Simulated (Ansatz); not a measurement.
# Na: an elastic constant from a strain scan

The calculation used Ansatz 0.2.0, DFT PBE, scalar-relativistic, plane waves, PAW. Cutoff 420 eV, Γ-centred 16×16×16 k-points, Gaussian smearing of 0.15 eV. No spin polarisation. Energies are free energies at this smearing, counted from the undisturbed cell; pressure is positive in compression.

The starting cell (as given, not relaxed at this level; it stands at -0.2 GPa):

```
Na
1.0
    -2.11750    2.11750    2.11750
     2.11750   -2.11750    2.11750
     2.11750    2.11750   -2.11750
Na
1
Direct
  0.00000 0.00000 0.00000
```

The cell is strained by ε times the Voigt pattern (0, 0, 0, 0, 0, 1) (xx, yy, zz, yz, xz, xy; engineering shear) with fractional coordinates fixed. The cell holds 1 atom in V0 = 37.98 Å³. The stress column is τ = (1/V0) dE/dε, got from the stress tensor σ (compression positive) at each point as −det(1 + εP) σ : P(1 + εP)⁻¹, with P the pattern as a tensor.

| ε | ΔE (meV/atom) | τ (GPa) |
| --- | --- | --- |
| -0.0525 | 2.005 | -0.325 |
| -0.0450 | 1.470 | -0.277 |
| -0.0375 | 1.019 | -0.230 |
| -0.0300 | 0.651 | -0.184 |
| -0.0225 | 0.365 | -0.137 |
| -0.0150 | 0.162 | -0.091 |
| -0.0075 | 0.040 | -0.046 |
| 0.0000 | 0.000 | 0.000 |
| 0.0075 | 0.040 | 0.046 |
| 0.0150 | 0.162 | 0.091 |
| 0.0225 | 0.365 | 0.137 |
| 0.0300 | 0.651 | 0.184 |
| 0.0375 | 1.019 | 0.230 |
| 0.0450 | 1.470 | 0.277 |
| 0.0525 | 2.005 | 0.325 |
| 0.0600 | ? | ? |

Task: Which combination of elastic constants does this scan measure, and how large is it?

Result: For small ε, τ = τ0 + Kε with K = pᵀCp, which for this pattern is C44 in the cubic axes. The parabola through τ at ε = -0.0075, 0 and 0.0075 has slope K = 6.1 GPa at zero. The energies per cell, E = NΔE, of the wider pair ε = ±0.0300 give K = 2[E(ε₊)/ε₊ − E(ε₋)/ε₋]/[(ε₊ − ε₋)V0] = 6.1 GPa, in agreement. The start is under stress, which shifts K from the elastic constant by about the size of that stress.

Task: Predict the withheld row at ε = 0.0600 from the harmonic law, and compare.

Result: ΔE = V0(τ0 ε + Kε²/2)/N = 2.597 meV/atom and τ = 0.37 GPa. The calculation gives 2.625 meV/atom and 0.37 GPa, a miss of 1.1 % of the harmonic energy, so the harmonic law still holds here.

In a metal these slopes depend on the k mesh and the smearing.